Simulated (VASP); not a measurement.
Pb:

```
CELL_PARAMETERS angstrom
0.00000 2.47502 2.47502
2.47502 0.00000 2.47502
2.47502 2.47502 0.00000
ATOMIC_POSITIONS crystal
Pb 0.00000 0.00000 0.00000
```

Program: VASP 6.6.1. Alike in all runs: cell as given; cutoff (eV) 520. Hardware: 1 thread of Intel(R) Xeon(R) Platinum 8375C CPU @ 2.90GHz (Ice Lake) (shared host).

Q: Order these runs on this cell by their wall time, lowest first.
A. task single point; level PBE; potentials or basis VASP PAW PBE potentials, release 64 (Pb_d); spin off; k mesh 9 × 9 × 9; smearing gaussian 0.011 eV
B. task band structure; level PBEsol; potentials or basis VASP PAW PBE potentials, release 64 (Pb_d); spin off; k mesh 9 × 9 × 9; smearing fermi-dirac 0.05 eV
C. task band structure; level LDA; potentials or basis VASP PAW LDA potentials, release 64 (Pb_d); spin off; k mesh 9 × 9 × 9; smearing fermi-dirac 0.05 eV
D. task band structure; level LDA; potentials or basis VASP PAW LDA potentials, release 64 (Pb_d); spin SOC, no magnetisation; k mesh 7 × 7 × 7; smearing fermi-dirac 0.05 eV

A: A (14 s), C (30 s), B (62 s), D (150 s).
